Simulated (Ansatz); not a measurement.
A calculation with Ansatz 0.2.0 of MgS (Niningerite) (native input, structure typed inline):

Contents of input.yaml:

```yaml
crystal:
  lattice:
    - [0.0, 2.60165, 2.60165]
    - [2.60165, 0.0, 2.60165]
    - [2.60165, 2.60165, 0.0]
  atoms:
    - { symbol: S, position: [0.5, 0.5, 0.5] }
    - { symbol: Mg, position: [0.0, 0.0, 0.0] }
hamiltonian:
  xc: pbesol
  pseudopotentials: { kind: paw }
kpoints:
  mp_grid: { grid: [9, 9, 9] }
scf:
  occupations: { method: fermi_dirac, width: 0.01 }
  n_extra_bands: 6
output:
  forces: true
  stress: true
  eigenvalues: true
  dos: { projected: true, de: 0.05, nscf_kmesh: { grid: [14, 14, 14] } }
```

Potentials or basis: Ansatz PAW.

Launch:

```sh
$ ansatz run input.yaml --threads 1 --pin off --max-ram 2560MiB --backend cpu --events-out ev --progress --plain --runs-dir out
```

**Question.** Write the same calculation in another form: native input, Cartesian positions.

**Answer.** As run:

input.yaml

```yaml
crystal:
  lattice:
    - [0.0, 2.60165, 2.60165]
    - [2.60165, 0.0, 2.60165]
    - [2.60165, 2.60165, 0.0]
  atoms:
    - { symbol: S, position_ang: [2.60165, 2.60165, 2.60165] }
    - { symbol: Mg, position_ang: [0.0, 0.0, 0.0] }
hamiltonian:
  xc: pbesol
  pseudopotentials: { kind: paw }
kpoints:
  mp_grid: { grid: [9, 9, 9] }
scf:
  occupations: { method: fermi_dirac, width: 0.01 }
  n_extra_bands: 6
output:
  forces: true
  stress: true
  eigenvalues: true
  dos: { projected: true, de: 0.05, nscf_kmesh: { grid: [14, 14, 14] } }
```

Potentials or basis: Ansatz PAW.

The run is started by

```bash
$ ansatz run input.yaml --threads 1 --pin off --max-ram 2560MiB --backend cpu --events-out ev --progress --plain --runs-dir out
```

Both were run:

|  | native input, structure typed inline | native input, Cartesian positions |
| --- | --- | --- |
| Pressure | -0.9 GPa | -0.9 GPa |
| Band gap on the k mesh | 2.83 eV, indirect (least direct gap 3.59 eV) | 2.83 eV, indirect (least direct gap 3.59 eV) |

Keys that steer only the numerical path or the files written may differ.

Caveat: odd divisions of the mesh miss points on the zone boundary, where band edges often lie, so the gap on the mesh can be too wide; the PAW data sets come from PBE, with cores solved anew for the run's functional, which leaves a small shift of forces and pressure.
